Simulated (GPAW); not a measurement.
# La (Im-3m) in GPAW: convergence with convergence criteria

Aim: find how far convergence criteria must go before the results for La settle, at PBE. This setting moves, with any that are tied to it; all else stays.

All numbers are computed with GPAW 26.7.0; they aren't measurements. Logs are shortened: lines on timing, memory, paths and dates and some standing lists are left out, and cuts for length are marked. The log counts tension as positive stress, the text compression.

### Step 1. Starting point

Symmetry: Im-3m, No. 229, cubic system. Conventional cell: a = 4.248 Å, b = 4.248 Å, c = 4.248 Å, α = 90.00°, β = 90.00°, γ = 90.00°. Around La (site symmetry m-3m) lie 8 La at 3.68 Å.

This isn't the form of La at room conditions, which is double hcp.

### Step 2. With convergence criteria density=0.001 energy=0.01 eigenstates=0.0001

Contents of run.py:

```python
from ase import Atoms
from ase.dft.bandgap import bandgap
from ase.io import write
from ase.units import GPa
from gpaw import GPAW, PW

atoms = Atoms(['La'],
              cell=[[-2.123831071, 2.123831071, 2.123831071],
                    [2.123831071, -2.123831071, 2.123831071],
                    [2.123831071, 2.123831071, -2.123831071]],
              scaled_positions=[[0.0, 0.0, 0.0]],
              pbc=True)

calc = GPAW(mode=PW(800),
            xc='PBE',
            kpts={'size': (9, 9, 9), 'gamma': True},
            occupations={'name': 'fermi-dirac', 'width': 0.05},
            nbands=16,
            convergence={'density': 0.001, 'energy': 0.01, 'eigenstates': 0.0001},
            maxiter=100,
            txt='gpaw.txt')
atoms.calc = calc
energy = atoms.get_potential_energy()
forces = atoms.get_forces()
stress = atoms.get_stress()
calc.write('gs.gpw')
write('result.traj', atoms)
print(f'Energy: {energy:.6f} eV')
print('Forces (eV/A):')
print(forces.round(4))
print('Stress (GPa):', (stress / GPa).round(3))
print('Fermi level:', round(calc.get_fermi_level(), 4), 'eV')
print(f'Gap: {bandgap(calc)[0]:.4f} eV, direct: {bandgap(calc, direct=True)[0]:.4f} eV')
```

Potentials or basis: GPAW PAW data sets (gpaw-data 1.2.1), pw.

On the command line:

```
$ OMP_NUM_THREADS=1 python run.py
```

gpaw.txt:

```text
__  _  _
 | _ |_)|_||  |
 |__||  | ||/\| - 26.7.0

Input parameters:
  mode=PW(ecut=800.0),
  convergence={'density': 0.001, 'energy': 0.01, 'eigenstates': 0.0001},
  kpts=MonkhorstPack(size=(9, 9, 9), gamma=True),
  maxiter=100,
  nbands=16,
  occupations=Occupations(name='fermi-dirac', width=0.05),
  xc=XC(name='PBE')

Diagonalizing LCAO Hamiltonian
Converting LCAO to pw mode

       La

Atoms  # Å, Bohr magnetons
|   | symbol |        x |        y |        z |    initial magnetic moments |
|---|--------|----------|----------|----------|-----------------------------|
| 0 |     La | 0.000000 | 0.000000 | 0.000000 | ( 0.0000,  0.0000,  0.0000) |

Unit cell  # Å
| periodic |         x |         y |         z |  lengths |     angles |
|----------|-----------|-----------|-----------|----------|------------|
|      yes | -2.123831 |  2.123831 |  2.123831 | 3.678583 | 109.471221 |
|      yes |  2.123831 | -2.123831 |  2.123831 | 3.678583 | 109.471221 |
|      yes |  2.123831 |  2.123831 | -2.123831 | 3.678583 | 109.471221 |

Number of symmetries: 48
Symmetry operations  # r_c * U_cc + t_c -> r_c
|    | kind |            matrix            |
|----|------|------------------------------|
|  0 |  σ   |  1, 1, 1,  0, 0,-1,  0,-1, 0 |
|  1 |  C4  |  1, 1, 1,  0, 0,-1, -1, 0, 0 |
|  2 |  C2  |  1, 1, 1,  0,-1, 0,  0, 0,-1 |
|  3 |  S6  |  1, 1, 1,  0,-1, 0, -1, 0, 0 |
|  4 |  S6  |  1, 1, 1, -1, 0, 0,  0, 0,-1 |
|  5 |  C4  |  1, 1, 1, -1, 0, 0,  0,-1, 0 |
|  6 |  E   |  1, 0, 0,  0, 1, 0,  0, 0, 1 |
|  7 |  σ   |  1, 0, 0,  0, 1, 0, -1,-1,-1 |
|  8 |  σ   |  1, 0, 0,  0, 0, 1,  0, 1, 0 |
|  9 |  C3  |  1, 0, 0,  0, 0, 1, -1,-1,-1 |
| 10 |  C3  |  1, 0, 0, -1,-1,-1,  0, 1, 0 |
| 11 |  σ   |  1, 0, 0, -1,-1,-1,  0, 0, 1 |
| 12 |  σ   |  0, 1, 0,  1, 0, 0,  0, 0, 1 |
| 13 |  C2  |  0, 1, 0,  1, 0, 0, -1,-1,-1 |
| 14 |  C3  |  0, 1, 0,  0, 0, 1,  1, 0, 0 |
| 15 |  S4  |  0, 1, 0,  0, 0, 1, -1,-1,-1 |
| 16 |  S4  |  0, 1, 0, -1,-1,-1,  1, 0, 0 |
| 17 |  C3  |  0, 1, 0, -1,-1,-1,  0, 0, 1 |
| 18 |  C3  |  0, 0, 1,  1, 0, 0,  0, 1, 0 |
| 19 |  S4  |  0, 0, 1,  1, 0, 0, -1,-1,-1 |
| 20 |  σ   |  0, 0, 1,  0, 1, 0,  1, 0, 0 |
| 21 |  C3  |  0, 0, 1,  0, 1, 0, -1,-1,-1 |
| 22 |  C2  |  0, 0, 1, -1,-1,-1,  1, 0, 0 |
| 23 |  S4  |  0, 0, 1, -1,-1,-1,  0, 1, 0 |
| 24 |  C4  |  0, 0,-1,  1, 1, 1,  0,-1, 0 |
| 25 |  σ   |  0, 0,-1,  1, 1, 1, -1, 0, 0 |
| 26 |  S6  |  0, 0,-1,  0,-1, 0,  1, 1, 1 |
| 27 |  C2  |  0, 0,-1,  0,-1, 0, -1, 0, 0 |
| 28 |  C4  |  0, 0,-1, -1, 0, 0,  1, 1, 1 |
| 29 |  S6  |  0, 0,-1, -1, 0, 0,  0,-1, 0 |
| 30 |  S6  |  0,-1, 0,  1, 1, 1,  0, 0,-1 |
| 31 |  C4  |  0,-1, 0,  1, 1, 1, -1, 0, 0 |
| 32 |  C4  |  0,-1, 0,  0, 0,-1,  1, 1, 1 |
| 33 |  S6  |  0,-1, 0,  0, 0,-1, -1, 0, 0 |
| 34 |  σ   |  0,-1, 0, -1, 0, 0,  1, 1, 1 |
| 35 |  C2  |  0,-1, 0, -1, 0, 0,  0, 0,-1 |
| 36 |  C2  | -1, 0, 0,  1, 1, 1,  0, 0,-1 |
| 37 |  S6  | -1, 0, 0,  1, 1, 1,  0,-1, 0 |
| 38 |  S6  | -1, 0, 0,  0, 0,-1,  1, 1, 1 |
| 39 |  C2  | -1, 0, 0,  0, 0,-1,  0,-1, 0 |
| 40 |  C2  | -1, 0, 0,  0,-1, 0,  1, 1, 1 |
| 41 |  i   | -1, 0, 0,  0,-1, 0,  0, 0,-1 |
| 42 |  S4  | -1,-1,-1,  1, 0, 0,  0, 1, 0 |
| 43 |  C3  | -1,-1,-1,  1, 0, 0,  0, 0, 1 |
| 44 |  C3  | -1,-1,-1,  0, 1, 0,  1, 0, 0 |
| 45 |  σ   | -1,-1,-1,  0, 1, 0,  0, 0, 1 |
| 46 |  S4  | -1,-1,-1,  0, 0, 1,  1, 0, 0 |
| 47 |  C2  | -1,-1,-1,  0, 0, 1,  0, 1, 0 |

BZ-sampling:
  Number of BZ points: 729
  Number of IBZ points: 35

  Monkhorst-Pack size: [9, 9, 9]
  Monkhorst-Pack shift: [0, 0, 0]

K-points  # in reciprocal-cell coordinates
|     |                                coordinates |     weight |
|-----|--------------------------------------------|------------|
|   0 | (  0.00000000,   0.00000000,   0.00000000) | 0.00137174 |
|   1 | (  0.11111111,   0.00000000,   0.00000000) | 0.01646091 |
|   2 | (  0.11111111,   0.11111111,  -0.11111111) | 0.00823045 |
|   3 | (  0.22222222,   0.00000000,  -0.11111111) | 0.03292181 |
|   4 | (  0.22222222,   0.00000000,   0.00000000) | 0.01646091 |
|   5 | (  0.22222222,   0.11111111,  -0.11111111) | 0.03292181 |
|   6 | (  0.22222222,   0.22222222,  -0.22222222) | 0.00823045 |
|   7 | (  0.33333333,  -0.11111111,  -0.11111111) | 0.01097394 |
|   8 | (  0.33333333,   0.00000000,  -0.11111111) | 0.06584362 |
|   9 | (  0.33333333,   0.00000000,   0.00000000) | 0.01646091 |
| ... |                                            |            |
|  34 | (  0.44444444,   0.44444444,   0.44444444) | 0.01097394 |

Plane wave coefficients: 1986
Cutoff: 800.0 eV

Spin-components: 1 (collinear spins)
Bands:           16
Projectors:      8
Spin-degeneracy: 2
Datatype:        complex128

Parallelization:
  kpt:    1
  domain: 1
  band:   1

Density:
  Valence electrons: 11.0
  Components: 1
  Grid points: [24 24 24]
  Charge: 0.0  # |e|

Potential:
  Grid points: [24 24 24]

species:
  La:
    name:    Lanthanum
    Z:       57.0
    valence: 11
    core:    46
    charge:  0.0  # [|e|]
    compensation charges:
      type: gauss
      rc: 0.35  # [Å]
      lmax: 2
    cutoffs:
      filter: 1.17  # [Å]
      core: 2.19  # [Å]
    projectors
    | kind |    occ | energy [eV] | rcut [Å] |
    |------|--------|-------------|----------|
    |   5s |  2.000 |     -38.923 |    1.164 |
    |   6s |  2.000 |      -3.679 |    1.164 |
    |   5p |  6.000 |     -22.400 |    1.164 |
    |   6p |  0.000 |      -1.352 |    1.164 |
    |   5d |  1.000 |      -3.090 |    1.164 |
    |   4f |  0.000 |      -4.340 |    1.164 |
    |    d |        |      24.122 |    1.164 |
    |    f |        |      22.872 |    1.164 |

    Using partial waves for La as LCAO basis

Reference energy: -231113.122721  # eV

eigensolver:
  PPCG
  Converge bands: occupied
  niter=2

density mixing:
  MSR1-Mixer
  Pratt-step length: 0.05
  Maximum mixing coefficient: 0.75
  Old densities: 10
  SVD Regularization: 0.005
  Good broyden scale: 1.0
  Trust region scale: 1.0
  Backstep threshold: 4.0
  History deletion threshold: 6.0
  Fourier metric: weight=20.0, sigma=0.015

occupation numbers:
  Fermi-Dirac:
    width: 0.0500  # eV

poisson solver:
  ecut: 6400.0  # eV

xc functional:
  name: PBE with 2 nearest neighbor stencil

convergence criteria:
- Maximum integral of absolute [dens]ity change: 0.001 electrons / valence electron
- Maximum [total energy] change in last 3 cyles: 0.01 eV / valence electron
- Maximum integral of absolute [eigenst]ate change: 0.0001 eV^2 / valence electron
maximum number of iterations: 100

SCF iterations
|iter     | |      energy | eigst |  dens |
|---------|-|-------------|-------|-------|
|iter:   1| |   -4.715485 | -1.09 |       |
|iter:   2| |   -4.696181 | -3.09 | -1.37 |
|iter:   3| |   -4.606047c| -1.74 | -1.41 |
|iter:   4| |   -4.607346c| -3.83 | -2.24 |
|iter:   5| |   -4.608085c| -3.91 | -2.50 |
|iter:   6| |   -4.608092c| -4.81c| -3.47c|

Converged in 6 steps
Energy contributions relative to reference atoms: (reference = -231113.122721)

Energy contributions:
  Kinetic:           6.666063
  Coulomb:          -3.712303
  Zero:             -0.299319
  External:          0.000000
  Xc:               -7.249024
  Entropy:          -0.027017
  Spinorbit:         0.000000
  ----------------------------
  Free energy:      -4.621601
  Extrapolated:     -4.608092

dipole moment: (-13.629982, -13.629982, -13.629982)  # |e|*Ang

Fermi level: 9.376
Eigenvalues  # (at kpt = [0.000, 0.000, 0.000])
| band index |      eig [eV] | occ [0-2] |
|------------|---------------|-----------|
|          0 |       -23.579 |     2.000 |
|          1 |        -6.586 |     2.000 |
|          2 |        -6.586 |     2.000 |
|          3 |        -6.586 |     2.000 |
|          4 |         6.137 |     2.000 |
|          5 |        10.825 |     0.000 |
|          6 |        10.825 |     0.000 |
|          7 |        10.825 |     0.000 |
|          8 |        10.846 |     0.000 |
|          9 |        10.846 |     0.000 |
|         10 |        10.846 |     0.000 |
|         11 |        11.528 |     0.000 |
|         12 |        11.528 |     0.000 |
|        ... |               |           |
|         15 |        13.010 |     0.000 |

No gap
No difference between direct/indirect transitions

Forces  # eV/Ang
|       x |        y |        z |
|---------|----------|----------|
| 0.00000 | -0.00000 | -0.00000 |  # La   0

Stress tensor  # eV/Ang^3
|         x |         y |        z |
|-----------|-----------|----------|
|  0.003044 | -0.000000 | 0.000000 |
| -0.000000 |  0.003044 | 0.000000 |
|  0.000000 |  0.000000 | 0.003044 |

# Writing to gs.gpw (mode='')
```

Wall time 11 s (1 thread of Intel Xeon Platinum 8488C (Sapphire Rapids), shared host); peak memory 0.18 GiB.

What came out:

| Quantity | Value |
| --- | --- |
| Free energy | -4.6216 eV |
| Pressure | -0.5 GPa |
| Band gap on the k mesh | none (metal or under the smearing width) |

### Step 3. With convergence criteria default

run.py: that of step 2 with these lines changed.

```diff
@@ -18,3 +18,2 @@
             nbands=16,
-            convergence={'density': 0.001, 'energy': 0.01, 'eigenstates': 0.0001},
             maxiter=100,
```

Potentials or basis: GPAW PAW data sets (gpaw-data 1.2.1), pw.

On the command line:

```
$ OMP_NUM_THREADS=1 python run.py
```

Run time: 14 s. Hardware: 1 thread of Intel Xeon Platinum 8488C (Sapphire Rapids), shared host; peak memory 0.19 GiB.

Results (log left out):

- Free energy: -4.6216 eV
- Pressure: -0.5 GPa
- Band gap on the k mesh: none (metal or under the smearing width)

### Step 4. With convergence criteria density=1e-05 energy=1e-05

run.py: that of step 3 with these lines changed.

```diff
@@ -18,2 +18,3 @@
             nbands=16,
+            convergence={'density': 1e-05, 'energy': 1e-05},
             maxiter=100,
```

On the command line:

```
$ OMP_NUM_THREADS=1 python run.py
```

Wall time 15 s (1 thread of Intel Xeon Platinum 8488C (Sapphire Rapids), shared host); peak memory 0.19 GiB.

The run converged. Its results:

```
Free energy            : -4.6216 eV
Pressure               : -0.5 GPa
Band gap on the k mesh : none (metal or under the smearing width)
```

### Step 5. With convergence criteria density=1e-05 forces=0.0001

run.py: that of step 4 with these lines changed.

```diff
@@ -18,3 +18,3 @@
             nbands=16,
-            convergence={'density': 1e-05, 'energy': 1e-05},
+            convergence={'density': 1e-05, 'forces': 0.0001},
             maxiter=100,
```

On the command line:

```
$ OMP_NUM_THREADS=1 python run.py
```

Wall time 16 s (1 thread of Intel Xeon Platinum 8488C (Sapphire Rapids), shared host); peak memory 0.19 GiB.

It converged, with:

| Quantity | Value |
| --- | --- |
| Free energy | -4.6216 eV |
| Pressure | -0.5 GPa |
| Band gap on the k mesh | none (metal or under the smearing width) |

### Step 6. With convergence criteria density=1e-06 energy=1e-06 eigenstates=1e-10

run.py: that of step 5 with these lines changed.

```diff
@@ -18,3 +18,3 @@
             nbands=16,
-            convergence={'density': 1e-05, 'forces': 0.0001},
+            convergence={'density': 1e-06, 'energy': 1e-06, 'eigenstates': 1e-10},
             maxiter=100,
```

Potentials or basis: GPAW PAW data sets (gpaw-data 1.2.1), pw.

On the command line:

```
$ OMP_NUM_THREADS=1 python run.py
```

It took 17 s on 1 thread of Intel Xeon Platinum 8488C (Sapphire Rapids), shared host; peak memory 0.19 GiB.

The run converged. Its results:

| Property | Result |
| --- | --- |
| Free energy | -4.6216 eV |
| Pressure | -0.5 GPa |
| Band gap on the k mesh | none (metal or under the smearing width) |

### Step 7. Result

```csv
convergence criteria,"energy less the tightest run, at zero smearing (meV/atom)",SCF cycles,CPU time (s),peak memory (GiB)
density=0.001 energy=0.01 eigenstates=0.0001,0.00,6,11,0.18
default,0.00,8,14,0.19
density=1e-05 energy=1e-05,0.00,9,15,0.19
density=1e-05 forces=0.0001,0.00,10,16,0.19
density=1e-06 energy=1e-06 eigenstates=1e-10,0.00,11,17,0.19
```

Against the tightest run, the energy stays within 1 meV/atom from density=0.001 energy=0.01 eigenstates=0.0001 on. The tightest run that finished is the yardstick and may itself not be fully converged.

Caveats: one-centre terms of the f shell are cut off.
